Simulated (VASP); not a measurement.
Crystal: KCl.

```
K Cl
1.0
     0.00000    3.12744    3.12744
     3.12744    0.00000    3.12744
     3.12744    3.12744    0.00000
K Cl
1 1
Direct
  0.00000 0.00000 0.00000
  0.50000 0.50000 0.50000
```

Base run:

| Property | Result |
| --- | --- |
| Program | VASP 6.6.1 |
| Functional | PBEsol |
| Potentials or basis | VASP PAW PBE potentials, release 64 (K_sv, Cl_h) |
| Cutoff | 900 eV |
| k mesh | 6 × 6 × 6 |
| Occupations | gaussian, width 0.02 eV |
| Spin | no spin polarisation |

Its results: band gap on the k mesh 5.08 eV, direct; pressure 0.0 GPa.

After a change of settings the same cell gave: band gap on the k mesh 5.90 eV, direct; pressure 0.3 GPa. Which change was it?
A. potentials or basis from VASP PAW PBE potentials, release 64 (K_sv, Cl_h) to VASP PAW PBE potentials, release 64 (K_sv, Cl); cutoff from 900 eV to 520 eV; k mesh from 6 × 6 × 6 to 10 × 10 × 10
B. potentials or basis from VASP PAW PBE potentials, release 64 (K_sv, Cl_h) to VASP PAW PBE potentials, release 64 (K_sv, Cl); cutoff from 900 eV to 700 eV
C. potentials or basis from VASP PAW PBE potentials, release 64 (K_sv, Cl_h) to VASP PAW PBE potentials, release 64 (K_sv, Cl); cutoff from 900 eV to 520 eV; occupations from gaussian, width 0.02 eV to gaussian, width 0.5 eV
D. functional from PBEsol to r2SCAN; potentials or basis from VASP PAW PBE potentials, release 64 (K_sv, Cl_h) to VASP PAW PBE potentials, release 64 (K_sv, Cl); cutoff from 900 eV to 520 eV

D.

Caveats: the PAW data sets were made with another functional, which shifts forces and pressure a little.

Not every run made on this cell is shown here.
